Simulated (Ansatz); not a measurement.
## Notes on TiPbO3

```yaml
crystal:
  lattice:
    - [3.99988, 0.00000, 3.99988]
    - [0.00000, 3.99988, 0.00000]
    - [3.99988, 0.00000, -3.99988]
  atoms:
    - { symbol: Pb, position: [0.00000, 0.00000, 0.00000] }
    - { symbol: Pb, position: [0.50000, 0.00000, 0.50000] }
    - { symbol: Ti, position: [0.00000, 0.50000, 0.50000] }
    - { symbol: Ti, position: [0.50000, 0.50000, 0.00000] }
    - { symbol: O, position: [0.25000, 0.50000, 0.75000] }
    - { symbol: O, position: [0.75000, 0.50000, 0.25000] }
    - { symbol: O, position: [0.00000, 0.00000, 0.50000] }
    - { symbol: O, position: [0.50000, 0.00000, 0.00000] }
    - { symbol: O, position: [0.25000, 0.50000, 0.25000] }
    - { symbol: O, position: [0.75000, 0.50000, 0.75000] }
```

The numbers come from plane-wave PAW DFT (Ansatz): r2SCAN, collinear spin, 500 eV, 4×6×4 Γ-centred k points, gaussian occupations (width 0.0424 eV). Nothing was relaxed.

The state carries no moments; the state need not be the lowest.

**Question.** Are the atoms at rest?

**Answer.** The forces vanish by the symmetry of the sites.

**Question.** Is the cell too large or too small?

**Answer.** The pressure is -8.5 GPa (compression positive), so with the atoms held at these fractions the cell would first shrink.

**Question.** Which orbitals make up the band edges?

**Answer.** Within 0.7 eV of the edges, the states project mainly on O p (90 %) below the gap and on Ti d (89 %) above it.

**Question.** What is the band gap?

**Answer.** The gap is 1.97 eV, indirect or between spins (the least direct gap found is 1.97 eV).

Origin: a database entry at a rescaled volume. Caveats: the input typed no starting moments; no spin-orbit coupling, which can shift this gap by tenths of an eV.
